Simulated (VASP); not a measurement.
Here is a VASP 6.6.1 calculation.

INCAR

```
  ALGO = Fast
  EDIFF = 1E-7
  EDIFFG = -0.01
  ENCUT = 600
  GGA = PE
  IBRION = 2
  ISIF = 2
  ISMEAR = 0
  IVDW = 12
  LASPH = T
  LCHARG = F
  LREAL = F
  LWAVE = F
  NELM = 80
  NSW = 40
  PREC = Accurate
  SIGMA = 0.03
```

File KPOINTS:

```
k-points
0
Gamma
  8 8 8
```

Contents of POSCAR:

```
SnSe                                    
1.0
    3.5841808413      0.0000000000      0.0000000000
    0.0000000000      3.5841808413      0.0000000000
    0.0000000000      0.0000000000      3.5841808413
  Sn              Se            
     1     1
Direct
     0.5000000000000000    0.5000000000000000    0.5000000000000000
     0.0000000000000000    0.0000000000000000    0.0000000000000000
```

Potentials or basis: VASP PAW PBE potentials, release 64 (Sn_d, Se).

Command:

```bash
$ cat potpaw_PBE.64/Sn_d/POTCAR potpaw_PBE.64/Se/POTCAR > POTCAR
$ mpirun -np 1 vasp_std > vasp.out
```

(1) Estimate the band gap on the k mesh.

(2) What does it give for the dispersion energy per atom?

Results:

(1) none (metal or under the smearing width).

(2) -0.416 eV.

Caveat: the relaxation stopped at its first step, so nothing moved.
